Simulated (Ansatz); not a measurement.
**Platinum, simple cubic under PBE: ground state and equation of state**

What does PBE give for platinum in the simple cubic structure? We relax it, solve it on a dense k-mesh, switch on spin-orbit coupling, then scale the cell to 7 volumes from 88 to 112 % of the relaxed one and try a fit of the equation of state. The k-meshes are 12×12×12 for the relaxation; 20×20×20 for the dense run; 12×12×12 for spin-orbit coupling; 13×13×13 for the volumes.

This is Pt in the simple cubic structure; at room conditions it is fcc.

Program: Ansatz 0.2.0. Level of theory: DFT PBE, plane waves (420 eV) with PAW, scalar-relativistic. These are calculated values, not measurements.

**1. The structure to begin with**

It takes space group Pm-3m (No. 221, cubic). The conventional cell has a = 2.536 Å, b = 2.536 Å, c = 2.536 Å, α = 90.00°, β = 90.00°, γ = 90.00°. Pt (site symmetry m-3m) has 6 Pt at 2.54 Å as nearest neighbours.

Coordinates:

```
CELL_PARAMETERS angstrom
2.53562 0.00000 0.00000
0.00000 2.53562 0.00000
0.00000 0.00000 2.53562
ATOMIC_POSITIONS crystal
Pt 0.00000 0.00000 0.00000
```

**2. Geometry optimisation**

input.yaml reads:

```yaml
crystal:
  lattice:
    - [2.5356188197, 0.0, 0.0]
    - [0.0, 2.5356188197, 0.0]
    - [0.0, 0.0, 2.5356188197]
  atoms:
    - { symbol: Pt, position: [0.0, 0.0, 0.0] }
hamiltonian:
  xc: pbe
  pseudopotentials:
    kind: paw
    azcp:
      Pt: "pseudopotentials/Pt.paw.azcp"
basis:
  ecutwfc: 420
  fft_grid_basis: typed
kpoints:
  mp_grid: { grid: [12, 12, 12], shift: [0, 0, 0] }
magnetization:
  spin_polarized: false
scf:
  occupations: { method: fermi_dirac, width: 0.1 }
relax:
  max_steps: 60
  f_tol: 0.01
  cell: {}
output:
  write_density: true
  write_potential: true
  elf: true
  volumetric_format: npy
```

The run is started by

```bash
ansatz run input.yaml --threads 1 --pin off --max-ram 3584MiB --backend cpu --events-out ev --progress --plain --runs-dir out
```

Standard output:

```text
Engine: ansatz 0.2.0, x86_64-unknown-linux-gnu
Pseudopotentials: kind: paw
Pseudopotential: Pt, paw, valence charge 18, recommended cutoff 420 eV (normal), <dir>
Functional definition: PBE
  parameter kappa = 0.804
  parameter beta = 0.06672455060314922
  exchange = pbe_x(kappa = kappa, mu = beta*pi^2/3)
  correlation = pbe_c(beta = beta)
Crystal: 1 atoms, lattice volume = 16.302 Å³
Basis set: ecut = 420 eV, 305 PW (Γ), exchange–correlation on 36×36×36 points (8 copies of the dense FFT grid, shifted against one another)
Bands: 13, of which v1, the nominal top of the filled ones, is band 9 counted from 1 (8 counted from 0)
Symmetry: 48 space group operations
Space group: Pm-3m (ITA 221), of the structure as read, at distance tolerance 2.5e-5 Å
k-points: 84 of 1728
Non-local potential: Pt, projectors of the file, l = 0: 3, l = 1: 2, l = 2: 2, l = 3: 1
PAW form: soft (Blöchl's): semilocal exchange-correlation on the pseudo side does not see the compensation charge
PAW one-centre angular grid: Pt, 590 points (default); XC on 64 Gauss nodes
Initial density: superposition of atomic densities (neutral atoms: chi_scale 0, normalization atom), corrected by the library's trained network
Initial wavefunctions: pseudopotential atomic-orbital guess
Functional: x = pbe(κ = 0.804, μ = 0.2195149727645171), c = pbe(β = 0.06672455060314922)
SCF iter   1: F=—  HF=-12522.459378 eV  |F-HF|=—  |Δ(HF+E_count)|=         —  Δρ=3.07e-3  dr2=1.33e-3  ethr=1.77e-3  ⟨swp⟩=4.9  Hψ=5898  notcnv=0
preconditioner: auto → none  [metal: Δε(μ)=0.025 eV  Ē_g=13.994 eV  σ=0.100 eV  W_gap=0.06  n_scr=6 (ndim 8)  ℏωp=29.1 eV  f_vac=0.000  D(μ)=1.15/eV (n_scr^D=18)  sad-step TF]
SCF iter   2: F=—  HF=-12522.459580 eV  |F-HF|=—  |Δ(HF+E_count)|=   2.02e-4  Δρ=1.63e-3  dr2=3.73e-4  ethr=7.38e-6  ⟨swp⟩=1.7  Hψ=2007  notcnv=0
SCF iter   3: F=—  HF=-12522.459680 eV  |F-HF|=—  |Δ(HF+E_count)|=   1.01e-4  Δρ=2.62e-4  dr2=1.19e-5  ethr=2.07e-6  ⟨swp⟩=2.2  Hψ=1391  notcnv=0
SCF iter   4: F=—  HF=-12522.459672 eV  |F-HF|=—  |Δ(HF+E_count)|=   8.44e-6  Δρ=5.51e-5  dr2=3.61e-7  ethr=6.59e-8  ⟨swp⟩=2.0  Hψ=1453  notcnv=0
iter 5 did not close the SCF: its close was put off for the readings that it lacked (scf_convergence_deferred on its scf_iter line)
SCF iter   5: F=-12522.459672 eV  HF=-12522.459672 eV  |F-HF|=1.16e-9  |Δ(HF+E_count)|=   2.82e-8  Δρ=3.79e-6  dr2=1.08e-9  ethr=2.01e-9  ⟨swp⟩=2.4  Hψ=1679  notcnv=0
SCF iter   6: F=-12522.459672 eV  HF=-12522.459672 eV  |F-HF|=1.27e-11  |Δ(HF+E_count)|=   1.34e-9  Δρ=5.26e-7  dr2=3.38e-11  ethr=5.98e-12  ⟨swp⟩=4.3  Hψ=5236  notcnv=0
SCF 1 converged in 6 iterations: F = -12522.459672 eV  dr2 = 3.38e-11
relax step   1: F+E_penalty+E_count = -12522.45967191 eV  Δ(F+E_penalty+E_count) = +0.000e0 eV  max|allowed force component| = 0.000e0 eV/Å  Δτ_max = 0.0000 Å  P = +25.535 GPa  Ω = 16.302 Å³  (6 SCF iters, dr2 threshold 1.00e-7 eV, accepted)
Crystal: 1 atoms, lattice volume = 18.805 Å³
Basis set: ecut = 420 eV, 365 PW (Γ), exchange–correlation on 36×36×36 points (8 copies of the dense FFT grid, shifted against one another)
Initial density: handed on by an earlier stage of this run
Initial wavefunctions: those handed on with the density
iter 1 solved again at ethr=5.55e-5 eV; its pass at ethr=3.10e-3 eV (dr2=1.00e-2 eV) is discarded
SCF iter   1: F=—  HF=-12522.573583 eV  |F-HF|=—  |Δ(HF+E_count)|=         —  Δρ=9.14e-3  dr2=1.03e-2  ethr=5.55e-5  ⟨swp⟩=1.0  Hψ=7560  notcnv=0
preconditioner: auto → none  [metal: Δε(μ)=0.025 eV  Ē_g=12.645 eV  σ=0.100 eV  W_gap=0.06  n_scr=6 (ndim 8)  ℏωp=27.1 eV  f_vac=0.000  D(μ)=1.40/eV (n_scr^D=18)]
SCF iter   2: F=—  HF=-12522.572160 eV  |F-HF|=—  |Δ(HF+E_count)|=   1.42e-3  Δρ=4.59e-3  dr2=1.46e-3  ethr=5.55e-5  ⟨swp⟩=2.2  Hψ=1419  notcnv=0
SCF iter   3: F=—  HF=-12522.572124 eV  |F-HF|=—  |Δ(HF+E_count)|=   3.66e-5  Δρ=1.79e-3  dr2=2.56e-4  ethr=8.09e-6  ⟨swp⟩=2.9  Hψ=1903  notcnv=0
SCF iter   4: F=—  HF=-12522.572168 eV  |F-HF|=—  |Δ(HF+E_count)|=   4.39e-5  Δρ=1.59e-4  dr2=1.68e-6  ethr=1.42e-6  ⟨swp⟩=2.1  Hψ=1433  notcnv=0
SCF iter   5: F=—  HF=-12522.572152 eV  |F-HF|=—  |Δ(HF+E_count)|=   1.60e-5  Δρ=2.17e-5  dr2=2.96e-8  ethr=5.56e-10  ⟨swp⟩=7.6  Hψ=5943  notcnv=0
SCF iter   6: F=-12522.572152 eV  HF=-12522.572152 eV  |F-HF|=1.02e-10  |Δ(HF+E_count)|=   1.14e-8  Δρ=1.86e-6  dr2=1.58e-10  ethr=1.65e-10  ⟨swp⟩=4.3  Hψ=5535  notcnv=0
SCF 2 converged in 6 iterations: F = -12522.572152 eV  dr2 = 1.58e-10
relax step   2: F+E_penalty+E_count = -12522.57215170 eV  Δ(F+E_penalty+E_count) = -1.125e-1 eV  max|allowed force component| = 0.000e0 eV/Å  Δτ_max = 0.0000 Å  P = -6.432 GPa  Ω = 18.805 Å³  energy of the carried Pulay correction = -1.260e-3 eV  (6 SCF iters, dr2 threshold 1.00e-7 eV, accepted)
Crystal: 1 atoms, lattice volume = 18.242 Å³
iter 1 solved again at ethr=4.01e-6 eV; its pass at ethr=3.10e-3 eV (dr2=7.23e-4 eV) is discarded
SCF iter   1: F=—  HF=-12522.586668 eV  |F-HF|=—  |Δ(HF+E_count)|=         —  Δρ=2.07e-3  dr2=5.81e-4  ethr=4.01e-6  ⟨swp⟩=1.1  Hψ=7269  notcnv=0
preconditioner: auto → none  [metal: Δε(μ)=0.016 eV  Ē_g=12.896 eV  σ=0.100 eV  W_gap=0.04  n_scr=6 (ndim 8)  ℏωp=27.5 eV  f_vac=0.000  D(μ)=1.35/eV (n_scr^D=18)]
SCF iter   2: F=—  HF=-12522.586559 eV  |F-HF|=—  |Δ(HF+E_count)|=   1.09e-4  Δρ=9.93e-4  dr2=7.17e-5  ethr=3.23e-6  ⟨swp⟩=2.0  Hψ=1459  notcnv=0
SCF iter   3: F=—  HF=-12522.586519 eV  |F-HF|=—  |Δ(HF+E_count)|=   4.01e-5  Δρ=4.30e-4  dr2=1.11e-5  ethr=3.98e-7  ⟨swp⟩=2.8  Hψ=1868  notcnv=0
SCF iter   4: F=—  HF=-12522.586521 eV  |F-HF|=—  |Δ(HF+E_count)|=   2.14e-6  Δρ=1.45e-4  dr2=1.18e-6  ethr=6.17e-8  ⟨swp⟩=1.0  Hψ=1093  notcnv=0
SCF iter   5: F=-12522.586521 eV  HF=-12522.586521 eV  |F-HF|=6.52e-9  |Δ(HF+E_count)|=   3.44e-7  Δρ=2.14e-5  dr2=2.68e-8  ethr=5.56e-10  ⟨swp⟩=5.9  Hψ=5976  notcnv=0
SCF 3 converged in 5 iterations: F = -12522.586521 eV  dr2 = 2.68e-8
relax step   3: F+E_penalty+E_count = -12522.58652126 eV  Δ(F+E_penalty+E_count) = -1.437e-2 eV  max|allowed force component| = 0.000e0 eV/Å  Δτ_max = 0.0000 Å  P = -1.429 GPa  Ω = 18.242 Å³  energy of the carried Pulay correction = -9.925e-4 eV  (5 SCF iters, dr2 threshold 1.00e-7 eV, accepted)
Crystal: 1 atoms, lattice volume = 18.087 Å³
iter 1 solved again at ethr=1.97e-7 eV; its pass at ethr=3.10e-3 eV (dr2=3.55e-5 eV) is discarded
SCF iter   1: F=—  HF=-12522.587270 eV  |F-HF|=—  |Δ(HF+E_count)|=         —  Δρ=5.83e-4  dr2=4.28e-5  ethr=1.97e-7  ⟨swp⟩=2.0  Hψ=7195  notcnv=0
preconditioner: auto → none  [metal: Δε(μ)=0.023 eV  Ē_g=12.985 eV  σ=0.100 eV  W_gap=0.06  n_scr=6 (ndim 8)  ℏωp=27.6 eV  f_vac=0.000  D(μ)=1.33/eV (n_scr^D=18)]
SCF iter   2: F=—  HF=-12522.587233 eV  |F-HF|=—  |Δ(HF+E_count)|=   3.65e-5  Δρ=2.88e-4  dr2=5.68e-6  ethr=1.97e-7  ⟨swp⟩=2.0  Hψ=1491  notcnv=0
SCF iter   3: F=—  HF=-12522.587233 eV  |F-HF|=—  |Δ(HF+E_count)|=   4.59e-7  Δρ=1.21e-4  dr2=9.14e-7  ethr=3.15e-8  ⟨swp⟩=2.7  Hψ=1862  notcnv=0
SCF iter   4: F=—  HF=-12522.587233 eV  |F-HF|=—  |Δ(HF+E_count)|=   1.82e-7  Δρ=5.33e-5  dr2=1.70e-7  ethr=5.08e-9  ⟨swp⟩=1.0  Hψ=1092  notcnv=0
SCF iter   5: F=-12522.587233 eV  HF=-12522.587233 eV  |F-HF|=1.08e-9  |Δ(HF+E_count)|=   3.89e-8  Δρ=1.10e-5  dr2=7.44e-9  ethr=5.56e-10  ⟨swp⟩=6.5  Hψ=5084  notcnv=0
SCF 4 converged in 5 iterations: F = -12522.587233 eV  dr2 = 7.44e-9
relax step   4: F+E_penalty+E_count = -12522.58723288 eV  Δ(F+E_penalty+E_count) = -7.116e-4 eV  max|allowed force component| = 0.000e0 eV/Å  Δτ_max = 0.0000 Å  P = +0.124 GPa  Ω = 18.087 Å³  energy of the carried Pulay correction = -9.175e-4 eV  (5 SCF iters, dr2 threshold 1.00e-7 eV, accepted)
Crystal: 1 atoms, lattice volume = 18.099 Å³
iter 1 solved again at ethr=7.35e-10 eV; its pass at ethr=3.10e-3 eV (dr2=1.32e-7 eV) is discarded
SCF iter   1: F=—  HF=-12522.587261 eV  |F-HF|=—  |Δ(HF+E_count)|=         —  Δρ=3.59e-5  dr2=1.95e-7  ethr=7.35e-10  ⟨swp⟩=2.0  Hψ=6959  notcnv=0
preconditioner: auto → none  [metal: Δε(μ)=0.018 eV  Ē_g=12.981 eV  σ=0.100 eV  W_gap=0.05  n_scr=6 (ndim 8)  ℏωp=27.6 eV  f_vac=0.000  D(μ)=1.33/eV (n_scr^D=18)]
SCF iter   2: F=-12522.587232 eV  HF=-12522.587232 eV  |F-HF|=1.15e-8  |Δ(HF+E_count)|=   2.91e-5  Δρ=1.71e-5  dr2=2.33e-8  ethr=2.15e-10  ⟨swp⟩=5.0  Hψ=5913  notcnv=0
SCF 5 converged in 2 iterations: F = -12522.587232 eV  dr2 = 2.33e-8
relax step   5: F+E_penalty+E_count = -12522.58723156 eV  Δ(F+E_penalty+E_count) = +1.322e-6 eV  max|allowed force component| = 0.000e0 eV/Å  Δτ_max = 0.0000 Å  P = -0.002 GPa  Ω = 18.099 Å³  energy of the carried Pulay correction = -9.234e-4 eV  (2 SCF iters, dr2 threshold 3.86e-8 eV, accepted)
Initial wavefunctions: pseudopotential atomic-orbital guess (no wavefunctions were taken with the density)
iter 1 solved again at ethr=1.44e-8 eV; its pass at ethr=3.10e-3 eV (dr2=2.59e-6 eV) is discarded
SCF iter   1: F=—  HF=-12522.587904 eV  |F-HF|=—  |Δ(HF+E_count)|=         —  Δρ=2.97e-4  dr2=2.16e-6  ethr=1.44e-8  ⟨swp⟩=2.9  Hψ=8727  notcnv=0
preconditioner: auto → none  [metal: Δε(μ)=0.019 eV  Ē_g=12.981 eV  σ=0.100 eV  W_gap=0.05  n_scr=6 (ndim 8)  ℏωp=27.6 eV  f_vac=0.000  D(μ)=1.33/eV (n_scr^D=18)]
SCF iter   2: F=—  HF=-12522.587892 eV  |F-HF|=—  |Δ(HF+E_count)|=   1.21e-5  Δρ=1.38e-4  dr2=4.06e-7  ethr=1.20e-8  ⟨swp⟩=2.2  Hψ=1828  notcnv=0
SCF iter   3: F=—  HF=-12522.587897 eV  |F-HF|=—  |Δ(HF+E_count)|=   5.02e-6  Δρ=3.00e-5  dr2=8.41e-8  ethr=2.26e-9  ⟨swp⟩=2.5  Hψ=1804  notcnv=0
SCF iter   4: F=—  HF=-12522.587897 eV  |F-HF|=—  |Δ(HF+E_count)|=   1.71e-7  Δρ=7.67e-6  dr2=1.36e-9  ethr=4.67e-10  ⟨swp⟩=2.5  Hψ=1705  notcnv=0
SCF iter   5: F=-12522.587897 eV  HF=-12522.587897 eV  |F-HF|=2.18e-11  |Δ(HF+E_count)|=   2.24e-8  Δρ=3.31e-7  dr2=4.17e-12  ethr=1.00e-12  ⟨swp⟩=4.0  Hψ=5068  notcnv=0
SCF 6 converged in 5 iterations: F = -12522.587897 eV  dr2 = 4.17e-12
relax step   6: F+E_penalty+E_count = -12522.58789698 eV  Δ(F+E_penalty+E_count) = -6.654e-4 eV  max|allowed force component| = 0.000e0 eV/Å  Δτ_max = 0.0000 Å  P = -0.036 GPa  Ω = 18.099 Å³  stress off target by 3.63e-2 GPa  SCF on the basis re-selected at this cell (its energy is not comparable with the rows above)  (5 SCF iters)
basis re-selected at this cell: Δ(F+E_penalty+E_count) = -6.654e-4 eV, ΔP = -0.034 GPa vs the last step (what re-selecting the basis moved, of the pressure what is left beyond the Pulay correction that the steps carried, after the strain that the cell walked since its last selection, with what the two solves' SCF thresholds leave and, on support functions, any second-order correction that the steps lacked; it is no measure of the basis error at this ecutwfc). This SCF's stress stands 3.63e-2 GPa from its target on what of the cell is left free (relax.cell.stress_tol is 5.00e-2 GPa) and its largest allowed force component is 0.00e0 eV/Å (relax.f_tol is 1.00e-2 eV/Å): within both
SCF converged after 5 iterations
Free energy (F): -12522.587897 eV
Harris-Foulkes:  -12522.587897 eV  (|F-HF|=2.18e-11)
Internal energy: -12522.543751 eV  (E = F + TS)
E sigma→0 (E₀):  -12522.565824 eV
Entropy (-TS):   -0.044146 eV (-44.146 meV/atom)
Fermi energy:    18.236362 eV
--- Per-component energies (eV) ---
  E_band       = -210.555248
  E_kinetic    = 637.310185
  E_local      = -1790.672428  (includes V_loc(G=0)·N_el)
  E_nonlocal   = 200.260457
  E_hartree    = 667.017399
  E_xc         = -261.176723
  E_vxc        = -301.966006  (∫ρ·V_xc dr)
  E_paw        = -9454.403126  (= ΣΔE_a)
  E_vpaw       = -289.522486  (= ΣTr[D̂ρ^β])
  E_aug_tail   = 0.000198  (compensation charges beyond the density's cutoff)
  E_ewald      = -2520.879712
  E_smearing   = -0.044146  (= −TS)
  E_closure    = 0.000000  (closes the sum)
  Σ components = -12522.587897   (vs F -12522.587897, Δ=0.00e0)
--- Forces (eV/Å), atoms counted from 1 ---
  atom   1  Pt     0.00000000    -0.00000000    -0.00000000
  max |Σ_I F_I| component: 2.05e-32 eV/Å
--- Stress (GPa, compression-positive) ---
       -0.036308      -0.000000       0.000000
       -0.000000      -0.036308      -0.000000
        0.000000      -0.000000      -0.036308
  P = ⅓ Tr σ = -0.0363 GPa (-0.363 kbar)
--- Band table (eV; the first three rows and the last of 84) ---
  k-point 0: bands = ["-79.7779", "-33.7831", "-33.7831", "-33.7831", "9.9126", "12.6689", "12.6689", "18.5632", "18.5632", "18.5632", "33.4355", "33.4355", "33.4355"]
  k-point 1: bands = ["-79.7763", "-33.8138", "-33.7806", "-33.7806", "10.1071", "12.7048", "12.8434", "18.3899", "18.3899", "18.5768", "32.1381", "33.7793", "33.7793"]
  k-point 2: bands = ["-79.7718", "-33.8971", "-33.7739", "-33.7739", "10.6243", "12.8043", "13.3915", "17.9454", "17.9454", "18.6142", "29.7675", "34.7155", "34.7155"]
  k-point 83: bands = ["-79.7058", "-34.1367", "-34.1367", "-34.1367", "13.4985", "13.4985", "13.4985", "20.3221", "20.3221", "28.2650", "28.2650", "28.2650", "28.2721"]
--- Relaxed structure (5 steps of the walk, 5 accepted, 1 SCFs on fresh bases) ---
  F+E_penalty+E_count = -12522.58789698 eV   max|allowed force component| = 0.000e0 eV/Å   (the final SCF, on the basis selected at the relaxed cell)
  cell:  # Å, volume = 18.0992 Å³
    - [2.6255455883479546, 1.6550960459577805e-33, -7.723781547802976e-34]
    - [1.6550960459577805e-33, 2.6255455883479546, 0.0]
    - [-7.723781547802976e-34, 0.0, 2.6255455883479546]
  atoms:
    - { symbol: Pt, position: [0.0, 0.0, 0.0] }
```

Wall time 12 s (1 thread of Intel Xeon Platinum 8259CL at 2.50GHz (Skylake/Cascade Lake), shared host); peak memory 0.49 GiB.

The steps of the relaxation:

```tsv
step	energy change (meV/atom)	largest force (eV/Å)	pressure (GPa)	volume (Å³/atom)
1	0.00	0.0000	25.53	16.302
2	-112.48	0.0000	-6.43	18.805
3	-126.85	0.0000	-1.43	18.242
4	-127.56	0.0000	0.12	18.087
5	-127.56	0.0000	0.00	18.099
6	-128.23	0.0000	-0.04	18.099
```

Steps that repeat a cell are solved on a basis chosen anew, so their changes of energy are no gain of the relaxation.

The cell of the run, before and after:

|  | before | after | change |
| --- | --- | --- | --- |
| a (Å) | 2.536 | 2.626 | +3.5 % |
| b (Å) | 2.536 | 2.626 | +3.5 % |
| c (Å) | 2.536 | 2.626 | +3.5 % |
| volume (Å³/atom) | 16.302 | 18.099 | +11.0 % |
| shortest distance (Å) | 2.536 | 2.626 | +3.5 % |
| space group (spins left aside) | Pm-3m | Pm-3m | same |

**3. Dense single point**

input.yaml reads:

```yaml
crystal:
  lattice:
    - [2.6255455883, 0.0, 0.0]
    - [0.0, 2.6255455883, 0.0]
    - [0.0, 0.0, 2.6255455883]
  atoms:
    - { symbol: Pt, position: [0.0, 0.0, 0.0] }
hamiltonian:
  xc: pbe
  pseudopotentials:
    kind: paw
    azcp:
      Pt: "pseudopotentials/Pt.paw.azcp"
basis:
  ecutwfc: 420
  fft_grid_basis: typed
kpoints:
  mp_grid: { grid: [20, 20, 20], shift: [0, 0, 0] }
magnetization:
  spin_polarized: false
scf:
  occupations: { method: fermi_dirac, width: 0.1 }
```

The run is started by

```bash
ansatz run input.yaml --threads 1 --pin off --max-ram 3584MiB --backend cpu --events-out ev --progress --plain --runs-dir out
```

Standard output, shortened:

```text
[...]
[... 3 set-up lines as earlier in the session ...]
[...]
Crystal: 1 atoms, lattice volume = 18.099 Å³
Basis set: ecut = 420 eV, 365 PW (Γ)
Bands: 13, of which v1, the nominal top of the filled ones, is band 9 counted from 1 (8 counted from 0)
[... 1 set-up line as earlier in the session ...]
Space group: Pm-3m (ITA 221), of the structure as read, at distance tolerance 2.6e-5 Å
k-points: 286 of 8000
[...]
SCF iter   1: F=—  HF=-12522.581307 eV  |F-HF|=—  |Δ(HF+E_count)|=         —  Δρ=2.95e-3  dr2=1.31e-3  ethr=1.77e-3  ⟨swp⟩=4.8  Hψ=19577  notcnv=0
[...]
SCF iter   6: F=-12522.581880 eV  HF=-12522.581880 eV  |F-HF|=7.46e-11  |Δ(HF+E_count)|=  9.68e-10  Δρ=1.35e-6  dr2=1.18e-10  ethr=3.52e-11  ⟨swp⟩=1.0  Hψ=11086  notcnv=0
[...]
SCF converged after 6 iterations
Free energy (F): -12522.581880 eV
[...]
E sigma→0 (E₀):  -12522.558620 eV
Entropy (-TS):   -0.046519 eV (-46.519 meV/atom)
Fermi energy:    18.274558 eV
[...]
```

Wall time 4.1 s (1 thread of Intel Xeon Platinum 8259CL at 2.50GHz (Skylake/Cascade Lake), shared host); peak memory 0.52 GiB.

**4. A two-component run at the same geometry**

Edit input.yaml of step 3 so:

```diff
@@ -10,3 +10,3 @@
   pseudopotentials:
-    kind: paw
+    kind: paw_fr
     azcp:
@@ -17,5 +17,6 @@
 kpoints:
-  mp_grid: { grid: [20, 20, 20], shift: [0, 0, 0] }
+  mp_grid: { grid: [12, 12, 12], shift: [0, 0, 0] }
 magnetization:
-  spin_polarized: false
+  noncollinear: true
+  spin_orbit: true
 scf:
```

The run is started by

```bash
ansatz run input.yaml --threads 1 --pin off --max-ram 3584MiB --backend cpu --events-out ev --progress --plain --runs-dir out
```

Standard output, shortened:

```text
[...]
Pseudopotentials: kind: paw_fr
Pseudopotential: Pt, paw_fr, valence charge 18, recommended cutoff 420 eV (normal), <dir>
[... 1 set-up line as earlier in the session ...]
[...]
non-collinear run that drives no moment, with spin-orbit: no starting moment large enough to seed its density (crystal.atoms[].spin), no starting occupations that ask for one, no magnetisation constraint and no magnetic field, so the semilocal B_xc is pinned to zero
Crystal: 1 atoms, lattice volume = 18.099 Å³
Basis set: ecut = 420 eV, 365 PW (Γ)
Bands: 26, of which v1, the nominal top of the filled ones, is band 18 counted from 1 (17 counted from 0)
Symmetry: 48 space group operations + 48 with time reversal
Magnetic group: BNS 221.93 (UNI 1595), of the structure as read, at distance tolerance 2.6e-5 Å
k-points: 84 of 1728
Projection manifold: j_resolved (fully-relativistic pseudo-atomic orbitals)
[...]
SCF iter   1: F=—  HF=-12557.549769 eV  |F-HF|=—  |Δ(HF+E_count)|=         —  Δρ=7.98e-2  dr2=1.10e0  dr2_m=0.00e0 (ungated)  ethr=3.10e-3  |M|=0.00e0 ∫|m|=0.00e0 μB  |m|>n=0.0e0 m-floor=0.0e0 τ_xc=0.0e0  β_m=0.30  ⟨swp⟩=5.8  Hψ=4916  notcnv=0  defer=42
[...]
SCF iter   7: F=-12557.224227 eV  HF=-12557.224227 eV  |F-HF|=2.55e-11  |Δ(HF+E_count)|=   2.81e-8  Δρ=9.41e-7  dr2=8.61e-11  dr2_m=0.00e0 (ungated)  ethr=5.56e-10  |M|=0.00e0 ∫|m|=0.00e0 μB  |m|>n=0.0e0 m-floor=0.0e0 τ_xc=0.0e0  ⟨swp⟩=2.0  Hψ=2174  notcnv=0
[...]
SCF converged after 7 iterations
Magnetization: |M| = 0.0000 μB,  M = (+0.0000, +0.0000, +0.0000) μB
Absolute magnetization: 0.0000 μB (∫|m|)
  site 0: m = (+0.0000, +0.0000, +0.0000) μB, |m| = 0.0000 μB  (R = 1.08 Å)
Free energy (F): -12557.224227 eV
[...]
E sigma→0 (E₀):  -12557.204709 eV
Entropy (-TS):   -0.039036 eV (-39.036 meV/atom)
Fermi energy:    18.364613 eV
[...]
```

Run time: 6.1 s. Hardware: 1 thread of Intel Xeon Platinum 8259CL at 2.50GHz (Skylake/Cascade Lake), shared host; peak memory 0.47 GiB.

With and without spin-orbit coupling:

```tsv
	scalar-relativistic	with spin-orbit coupling
k-mesh	20×20×20	12×12×12
gap on the mesh	none (levels filled in part)	none (levels filled in part)
```

The meshes differ, so small differences between the columns need not come from spin-orbit coupling.

**5. The cell scaled to 88 % of its volume**

input.yaml reads:

```yaml
crystal:
  lattice:
    - [2.5160182535, 0.0, 0.0]
    - [0.0, 2.5160182535, 0.0]
    - [0.0, 0.0, 2.5160182535]
  atoms:
    - { symbol: Pt, position: [0.0, 0.0, 0.0] }
hamiltonian:
  xc: pbe
  pseudopotentials:
    kind: paw
    azcp:
      Pt: "pseudopotentials/Pt.paw.azcp"
basis:
  ecutwfc: 420
  fft_grid_basis: typed
kpoints:
  mp_grid: { grid: [13, 13, 13], shift: [0, 0, 0] }
magnetization:
  spin_polarized: false
scf:
  occupations: { method: fermi_dirac, width: 0.1 }
  lower_state_search: "off"
output:
  stress: true
```

The run is started by

```bash
ansatz run input.yaml --threads 1 --pin off --max-ram 3584MiB --backend cpu --events-out ev --progress --plain --runs-dir out
```

Standard output, shortened:

```text
[...]
[... 3 set-up lines as earlier in the session ...]
[...]
Crystal: 1 atoms, lattice volume = 15.927 Å³
Basis set: ecut = 420 eV, 305 PW (Γ)
Bands: 13, of which v1, the nominal top of the filled ones, is band 9 counted from 1 (8 counted from 0)
[... 2 set-up lines as earlier in the session ...]
k-points: 84 of 2197
[...]
SCF iter   1: F=—  HF=-12522.394045 eV  |F-HF|=—  |Δ(HF+E_count)|=         —  Δρ=6.51e-3  dr2=2.35e-3  ethr=1.77e-3  ⟨swp⟩=4.9  Hψ=5979  notcnv=0
[...]
SCF iter   6: F=-12522.393917 eV  HF=-12522.393917 eV  |F-HF|=3.11e-9  |Δ(HF+E_count)|=   6.95e-8  Δρ=7.80e-6  dr2=5.64e-9  ethr=5.56e-10  ⟨swp⟩=4.0  Hψ=3502  notcnv=0
[...]
SCF converged after 6 iterations
Free energy (F): -12522.393917 eV
[...]
E sigma→0 (E₀):  -12522.377062 eV
Entropy (-TS):   -0.033710 eV (-33.710 meV/atom)
Fermi energy:    21.818048 eV
[...]
--- Stress (GPa, compression-positive) ---
       33.026505       0.000000       0.000000
        0.000000      33.026505       0.000000
        0.000000       0.000000      33.026505
  P = ⅓ Tr σ = 33.0265 GPa (330.265 kbar)
```

Run time: 1.5 s. Hardware: 1 thread of Intel Xeon Platinum 8259CL at 2.50GHz (Skylake/Cascade Lake), shared host; peak memory 0.45 GiB.

[end of part 1 of 2]
